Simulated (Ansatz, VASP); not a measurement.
**Two plane-wave programs on ScAl2**

```
CELL_PARAMETERS angstrom
0.00000 3.76491 3.76491
3.76491 0.00000 3.76491
3.76491 3.76491 0.00000
ATOMIC_POSITIONS crystal
Sc 0.50000 0.50000 0.50000
Sc 0.75000 0.75000 0.75000
Al 0.12500 0.12500 0.12500
Al 0.62500 0.12500 0.12500
Al 0.12500 0.62500 0.12500
Al 0.12500 0.12500 0.62500
```

Alike in both runs: functional PBEsol; k mesh 4 × 4 × 4; occupations gaussian, width 0.1 eV; no spin polarisation.

Ansatz relaxed the structure, and its values are those at the end. VASP's run is a single point on that final structure, the one shown.

|  | VASP | Ansatz |
| --- | --- | --- |
| version | VASP 6.6.1 | Ansatz 0.2.0 |
| potentials or method | VASP PAW PBE potentials, release 64 (Sc_sv, Al) | scalar-relativistic, plane waves, PAW |
| plane-wave cutoff (eV) | 520 | 420 |
| valence electrons in the cell | 34 | 34 |

Ansatz gave:

```
gap on the k mesh at the Fermi level (eV) : none
pressure (GPa)                            : 0.0
```

Task: Estimate VASP's values.

Result: gap on the k mesh at the Fermi level (eV): none; pressure (GPa): 0.1.

A gap of «none» marks a metal or a gap that the smearing closes.

Caveats: the k mesh is coarse (spacing up to 0.36 Å⁻¹), so the values aren't converged; the PAW data sets were made with another functional, which shifts forces and pressure a little (VASP).
